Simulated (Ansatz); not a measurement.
**AlN, zinc blende: band edges under a change of volume**

How fast do the gaps move when the cell is scaled evenly? The geometries come from the semilocal relaxation.

Calculated with Ansatz 0.2.0, HSE06, PAW files of the set soft_1, cutoff 600 eV, Fermi–Dirac smearing 0.02 eV, k-mesh 7×7×7, no spin polarisation, no spin-orbit coupling.

Reference cell, relaxed at zero pressure with PBEsol (F-43m): a = 3.0952 Å, b = 3.0952 Å, c = 3.0952 Å, α = 60.00°, β = 60.00°, γ = 60.00°.

```
atom       x       y       z
  Al  0.0000  0.0000  0.0000
   N  0.7500  0.7500  0.7500
```

Levels are read on the k-mesh and along lines from Γ to X = (0.5, 0, 0.5), L = (0.5, 0.5, 0.5), K = (0.375, 0.375, 0.75) and W = (0.5, 0.25, 0.75) in the reciprocal basis of this cell (the letters only name these points), and count from the highest filled level.

| ln(V/V0) | gap (eV) | direct gap at Γ (eV) | lowest empty at X (eV) |
| --- | --- | --- | --- |
| −0.0619 | 4.607 | 6.108 | 4.607 |
| −0.0408 | 4.587 | 5.898 | 4.587 |
| −0.0202 | 4.567 | 5.695 | 4.567 |
| 0.0000 | 4.547 | 5.499 | 4.547 |
| 0.0392 | 4.506 | 5.124 | 4.506 |
| 0.0583 | 4.486 | 4.945 | 4.486 |

**Question.** Fit the lowest empty level at X and give it at ln(V/V0) = 0.0198, a row left out above.

A straight line through the 6 rows: the means are −0.004233 for ln(V/V0) and 4.55 for the level, Σ(Δx)² = 0.01073 and ΣΔxΔy = −0.01084, so the slope is −0.01084/0.01073 = −1.0098 and the intercept 4.55 − (−1.0098)(−0.004233) = 4.5457.

The slope is the volume deformation potential of this gap, −1.01 eV, as a mean over the range. The line gives 4.526 eV. The run itself gives 4.527 eV, so the estimate misses by 0.001 eV, a rounding's worth.

The gap lies below the direct one at Γ in every row.

[Logs are printed without paths, hosts, clocks, repeated set-up lines and the standing remarks that a program may print on its own settings, such as how far it seeks lower states.]
